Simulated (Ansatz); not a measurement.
Crystal: AlRu.

```
CELL_PARAMETERS angstrom
2.99160 0.00000 0.00000
0.00000 2.99160 0.00000
0.00000 0.00000 2.99160
ATOMIC_POSITIONS crystal
Ru 0.50000 0.50000 0.50000
Al 0.00000 0.00000 0.00000
```

* Program: Ansatz 0.2.0
* Task: relaxation of cell and atoms
* Functional: HSEsol
* Potentials or basis: Ansatz PAW
* Cutoff: 420 eV (not typed: the program's choice for these potentials)
* k mesh: 5 × 5 × 5
* Occupations: fermi-dirac, width 0.05 eV
* Spin: no spin polarisation

At the start: volume 13.39 Å³/atom.

Where does the relaxation end?

It ends after 5 steps and the volume is 12.98 Å³/atom (-3.0 %); space group Pm-3m (No. 221, to 0.05 Å).

The path:
```csv
step,energy change (eV),largest force (eV/Å),volume (Å³)
1,0.0000,0.0000,26.77
2,-0.0163,0.0000,25.73
3,-0.0177,0.0000,25.97
4,-0.0178,0.0000,25.96
5,-0.0175,0.0000,25.96
```

Final structure:
```cif
data_structure
_symmetry_space_group_name_H-M 'P 1'
_symmetry_Int_Tables_number 1
_cell_length_a 2.9610
_cell_length_b 2.9610
_cell_length_c 2.9610
_cell_angle_alpha 90.000
_cell_angle_beta 90.000
_cell_angle_gamma 90.000
_cell_volume 25.96
loop_
_atom_site_label
_atom_site_type_symbol
_atom_site_fract_x
_atom_site_fract_y
_atom_site_fract_z
_atom_site_occupancy
Ru1 Ru 0.50000 0.50000 0.50000 1
Al1 Al 0.00000 0.00000 0.00000 1
```

Caveat: the k mesh is coarse (spacing up to 0.42 Å⁻¹), so the values aren't converged, least of all with exact exchange; the plane-wave basis is chosen anew once the cell has moved, so the energies of steps on either side of that aren't comparable; the PAW data sets come from PBE, with cores solved anew for the run's functional, which leaves a small shift of forces and pressure.
